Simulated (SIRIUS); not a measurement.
# GaP (F-43m) in SIRIUS: equation of state

How stiff is GaP in PBEsol, and what volume does it want? The cell is scaled to several volumes.

Program: SIRIUS 7.10.0. These are calculated values, not measurements. Logs are shortened: lines on timing, memory, paths and dates and some standing lists are left out, and cuts for length are marked. The log counts tension as positive stress, the text compression.

**The experiment to reproduce.**

“Phosphorous dimerization in GaP at high pressure”, 2017, arxiv:1709.06667 reports, for a bulk crystal of GaP: bulk modulus 87.5 ± 0.6 GPa.

The runs below are set against these values where they give the same quantity.

### Step 1. The structure

The structure is cubic, space group F-43m (No. 216). Conventional cell: a = 5.451 Å, b = 5.451 Å, c = 5.451 Å, α = 90.00°, β = 90.00°, γ = 90.00°. Ga (site symmetry -43m) is surrounded by 4 P at 2.36 Å. P (site symmetry -43m) is surrounded by 4 Ga at 2.36 Å.

### Step 2. Single point, PBEsol, 19.03 Å³/atom (volume scaled by 0.94)

sirius.json reads:

```json
{
  "control": {
    "processing_unit": "cpu",
    "verbosity": 2,
    "num_bands_to_print": 16,
    "print_forces": true,
    "print_stress": true
  },
  "parameters": {
    "electronic_structure_method": "pseudopotential",
    "xc_functionals": ["XC_GGA_X_PBE_SOL", "XC_GGA_C_PBE_SOL"],
    "gk_cutoff": 9.0,
    "pw_cutoff": 18.0,
    "ngridk": [8, 8, 8],
    "shiftk": [0, 0, 0],
    "smearing": "fermi_dirac",
    "smearing_width": 0.0018374661,
    "num_bands": 16,
    "num_mag_dims": 0,
    "num_dft_iter": 100,
    "energy_tol": 1e-08,
    "density_tol": 1e-06
  },
  "iterative_solver": {
    "type": "davidson",
    "min_tolerance": 1e-09,
    "tolerance_scale": [0.1, 0.25]
  },
  "mixer": {
    "type": "anderson",
    "beta": 0.7,
    "max_history": 8
  },
  "settings": {
    "tol_ne": 1e-10,
    "pseudo_grid_cutoff": 6.5
  },
  "unit_cell": {
    "lattice_vectors": [
      [0.0, 5.044845068525, 5.044845068525],
      [5.044845068525, 0.0, 5.044845068525],
      [5.044845068525, 5.044845068525, 0.0]
    ],
    "atom_coordinate_units": "lattice",
    "atom_types": ["Ga", "P"],
    "atom_files": {
      "P": "P.json",
      "Ga": "Ga.json"
    },
    "atoms": {
      "Ga": [
        [0.0, 0.0, 0.0]
      ],
      "P": [
        [0.75, 0.75, 0.75]
      ]
    }
  }
}
```

Potentials or basis: PseudoDojo 0.4.1 PBEsol standard (scalar relativistic).

Run with:

```console
$ upf_to_json P.upf
$ upf_to_json Ga.upf
$ OMP_NUM_THREADS=1 sirius.scf --input=sirius.json --output=out.json --task=0
```

Standard output:

```text
[info] SIRIUS version : 7.10.0
[info] number of MPI ranks           : 1
[info] MPI grid                      : 1 1
[info] maximum number of OMP threads : 1
[fft] FFT context for density and potential
[fft] =====================================
[fft]   comm size                             : 1
[fft]   plane wave cutoff                     : 18
[fft]   grid size                             : 45 45 45   total : 91125
[fft]   grid limits                           : -22 22   -22 22   -22 22
[fft]   number of G-vectors within the cutoff : 12635
[fft]   local number of G-vectors             : 12635
[fft]   number of G-shells                    : 697
[fft] FFT context for coarse grid
[fft] =====================================
[fft]   comm size                             : 1
[fft]   plane wave cutoff                     : 18
[fft]   grid size                             : 45 45 45   total : 91125
[fft]   grid limits                           : -22 22   -22 22   -22 22
[fft]   number of G-vectors within the cutoff : 12635
[fft]   local number of G-vectors             : 12635
[fft]   number of G-shells                    : 697
[unit cell] lattice vectors
[unit cell]   a1 :       0.0000000000      5.0448450685      5.0448450685
[unit cell]   a2 :       5.0448450685      0.0000000000      5.0448450685
[unit cell]   a3 :       5.0448450685      5.0448450685      0.0000000000
[unit cell] reciprocal lattice vectors
[unit cell]   b1 :      -0.6227332279      0.6227332279      0.6227332279
[unit cell]   b2 :       0.6227332279     -0.6227332279      0.6227332279
[unit cell]   b3 :       0.6227332279      0.6227332279     -0.6227332279
[unit cell] unit cell volume :       256.78727306 [a.u.^3]
[unit cell] 1/sqrt(omega)    :         0.06240412
[unit cell] MT volume        :         0.00000000 ( 0.00%)
[unit cell] IT volume        :       256.78727306 (100.00%)
[unit cell] number of atom types : 2
[unit cell] type id : 0 symbol : Ga mt_radius :  19.010000 num_atoms : 1
[unit cell] type id : 1 symbol :  P mt_radius :  12.970000 num_atoms : 1
[unit cell] total number of atoms : 2
[unit cell] number of symmetry classes : 2
[unit cell] number of PAW atoms : 0
[unit cell] atom id  type id  class id             position                      vector_field
[unit cell] ------------------------------------------------------------------------------------------
[unit cell]      0        0        0      0.00000   0.00000   0.00000      0.00000   0.00000   0.00000
[unit cell]      1        1        1      0.75000   0.75000   0.75000      0.00000   0.00000   0.00000
[unit cell] atom id         position (Cartesian, a.u.)
[unit cell] ---------------------------------------------
[unit cell]      0       0.000000    0.000000    0.000000
[unit cell]      1       7.567268    7.567268    7.567268
[unit cell] class id : 0 atom id : 0
[unit cell] class id : 1 atom id : 1
[unit cell] minimum bond length:     4.368964
[unit cell] total number of pseudo wave-functions: 13
[sym] space group number   : 216
[... 316 lines left out ...]
[find] Total energy                   :     -83.30092110 (Ha),    -166.60184220 (Ry)
[find] Free energy (E-TS)             :     -83.30092110 (Ha),    -166.60184220 (Ry)
[find] band gap (eV)                  :       1.38419620
[find] Efermi                         :       0.33209441
[find] iteration : 10, RMS : 7.660098916103e-08, energy difference : -2.694378054002e-10
[find] Hartree energy of density residual : 9.962744499208e-13
[find] bands are converged : true
[find] iterative solver converged : true
[find] converged after 11 SCF iterations!
[find] Charges and magnetic moments
[find] --------------------------------------------------------------------------------
[find] total charge          : 18.000000
[find] Energy
[find] --------------------------------------------------------------------------------
[find] valence_eval_sum               :      -1.42851576
[find] <rho|V^{XC}>                   :     -15.71209265
[find] <rho|E^{XC}>                   :     -22.79465366
[find] <mag|B^{XC}>                   :       0.00000000
[find] <rho|V^{H}>                    :      51.09152949
[find] one-electron contribution      :     -36.80795261 (Ha),     -73.61590522 (Ry)
[find] hartree contribution           :      25.54576475
[find] xc contribution                :     -22.79465366
[find] ewald contribution             :     -49.24407514
[find] PAW contribution               :       0.00000000
[find] smearing (-TS)                 :      -0.00000000
[find] SCF correction                 :      -0.00000444
[find] Total energy                   :     -83.30092110 (Ha),    -166.60184220 (Ry)
[find] Free energy (E-TS)             :     -83.30092110 (Ha),    -166.60184220 (Ry)
[find] band gap (eV)                  :       1.38419620
[find] Efermi                         :       0.33209441
[ground_state] === stress tensor components [kbar] ===
[ground_state] === stress_kin ===
[ground_state] -49801.702017    0.000000    0.000000
[ground_state]     0.000000-49801.702017   -0.000000
[ground_state]     0.000000   -0.000000-49801.702017
[ground_state] === stress_har ===
[ground_state] -9756.224022    0.000000    0.000000
[ground_state]     0.000000-9756.224022   -0.000000
[ground_state]     0.000000   -0.000000-9756.224022
[ground_state] === stress_ewald ===
[ground_state] 18806.883787   -0.000000    0.000000
[ground_state]    -0.00000018806.883787    0.000000
[ground_state]     0.000000    0.00000018806.883787
[ground_state] === stress_vloc ===
[ground_state]  1771.255878   -0.000000    0.000000
[ground_state]    -0.000000 1771.255878    0.000000
[ground_state]     0.000000    0.000000 1771.255878
[ground_state] === stress_xc ===
[ground_state] -7961.958206    0.000000   -0.000000
[ground_state]     0.000000-7961.958206   -0.000000
[ground_state]    -0.000000   -0.000000-7961.958206
[ground_state] === stress_core ===
[ground_state] 14051.309432   -0.000000    0.000000
[ground_state]    -0.00000014051.309432    0.000000
[ground_state]     0.000000    0.00000014051.309432
[ground_state] === stress_nonloc ===
[ground_state] 32836.960467   -0.000000    0.000000
[ground_state]    -0.00000032836.960467    0.000000
[ground_state]     0.000000    0.00000032836.960467
[ground_state] === stress_us_nl ===
[ground_state] 32836.960467   -0.000000    0.000000
[ground_state]    -0.00000032836.960467    0.000000
[ground_state]     0.000000    0.00000032836.960467
[ground_state] === stress_total ===
[ground_state]   -53.474681   -0.000000   -0.000000
[ground_state]    -0.000000  -53.474681    0.000000
[ground_state]    -0.000000    0.000000  -53.474681
[ground_state] ==== total Forces in Ha/bohr =====
[ground_state] atom:    0, force:       0.0000000     -0.0000000      0.0000000
[ground_state] atom:    1, force:       0.0000000      0.0000000      0.0000000
[ground_state] ==== ultrasoft contribution from Qij =====
[ground_state] atom:    0, force:       0.0000000      0.0000000      0.0000000
[ground_state] atom:    1, force:       0.0000000      0.0000000      0.0000000
[ground_state] ==== non-local contribution from Beta-projector =====
[ground_state] atom:    0, force:       0.0000000     -0.0000000      0.0000000
[ground_state] atom:    1, force:       0.0000000      0.0000000      0.0000000
[ground_state] ==== contribution from local potential =====
[ground_state] atom:    0, force:       0.0000000      0.0000000      0.0000000
[ground_state] atom:    1, force:       0.0000000      0.0000000      0.0000000
[ground_state] ==== contribution from core density =====
[ground_state] atom:    0, force:       0.0000000      0.0000000      0.0000000
[ground_state] atom:    1, force:       0.0000000     -0.0000000      0.0000000
[ground_state] ==== Ewald forces from ions =====
[ground_state] atom:    0, force:       0.0000000     -0.0000000      0.0000000
[ground_state] atom:    1, force:       0.0000000      0.0000000      0.0000000
[~DFT_ground_state] local op. applied: 12501
[~DFT_ground_state] evp. work count: 3229.38
[~DFT_ground_state] number of iterative solver steps: 1166
```

Run time: 33 s. Hardware: 1 thread of Arm Neoverse V2, shared host; peak memory 0.36 GiB.

What came out:

- Free energy: -2266.7335 eV
- Pressure: 5.3 GPa
- Band gap on the k mesh: 1.38 eV

### Step 3. Single point, PBEsol, 19.43 Å³/atom (volume scaled by 0.96)

sirius.json: that of step 2 with these lines changed.

```diff
@@ -39,5 +39,5 @@
     "lattice_vectors": [
-      [0.0, 5.044845068525, 5.044845068525],
-      [5.044845068525, 0.0, 5.044845068525],
-      [5.044845068525, 5.044845068525, 0.0]
+      [0.0, 5.080373316932, 5.080373316932],
+      [5.080373316932, 0.0, 5.080373316932],
+      [5.080373316932, 5.080373316932, 0.0]
     ],
```

Potentials or basis: PseudoDojo 0.4.1 PBEsol standard (scalar relativistic).

Run with:

```console
$ upf_to_json P.upf
$ upf_to_json Ga.upf
$ OMP_NUM_THREADS=1 sirius.scf --input=sirius.json --output=out.json --task=0
```

It took 32 s on 1 thread of Arm Neoverse V2, shared host; peak memory 0.37 GiB.

The run converged. Its results:

```
Free energy            : -2266.7551 eV
Pressure               : 3.2 GPa
Band gap on the k mesh : 1.43 eV
```

### Step 4. Single point, PBEsol, 19.84 Å³/atom (volume scaled by 0.98)

sirius.json: that of step 3 with these lines changed.

```diff
@@ -39,5 +39,5 @@
     "lattice_vectors": [
-      [0.0, 5.080373316932, 5.080373316932],
-      [5.080373316932, 0.0, 5.080373316932],
-      [5.080373316932, 5.080373316932, 0.0]
+      [0.0, 5.115411481497, 5.115411481497],
+      [5.115411481497, 0.0, 5.115411481497],
+      [5.115411481497, 5.115411481497, 0.0]
     ],
```

Run with:

```console
$ upf_to_json P.upf
$ upf_to_json Ga.upf
$ OMP_NUM_THREADS=1 sirius.scf --input=sirius.json --output=out.json --task=0
```

It took 33 s on 1 thread of Arm Neoverse V2, shared host; peak memory 0.38 GiB.

The run converged. Its results:

| Item | Value |
| --- | --- |
| Free energy | -2266.7662 eV |
| Pressure | 1.2 GPa |
| Band gap on the k mesh | 1.48 eV |

### Step 5. Single point, PBEsol, 20.65 Å³/atom (volume scaled by 1.02)

sirius.json: that of step 4 with these lines changed.

```diff
@@ -39,5 +39,5 @@
     "lattice_vectors": [
-      [0.0, 5.115411481497, 5.115411481497],
-      [5.115411481497, 0.0, 5.115411481497],
-      [5.115411481497, 5.115411481497, 0.0]
+      [0.0, 5.184082917174, 5.184082917174],
+      [5.184082917174, 0.0, 5.184082917174],
+      [5.184082917174, 5.184082917174, 0.0]
     ],
```

Run with:

```console
$ upf_to_json P.upf
$ upf_to_json Ga.upf
$ OMP_NUM_THREADS=1 sirius.scf --input=sirius.json --output=out.json --task=0
```

Run time: 34 s. Hardware: 1 thread of Arm Neoverse V2, shared host; peak memory 0.38 GiB.

Results (log left out):

- Free energy: -2266.7616 eV
- Pressure: -2.1 GPa
- Band gap on the k mesh: 1.52 eV

[end of part 1 of 2]
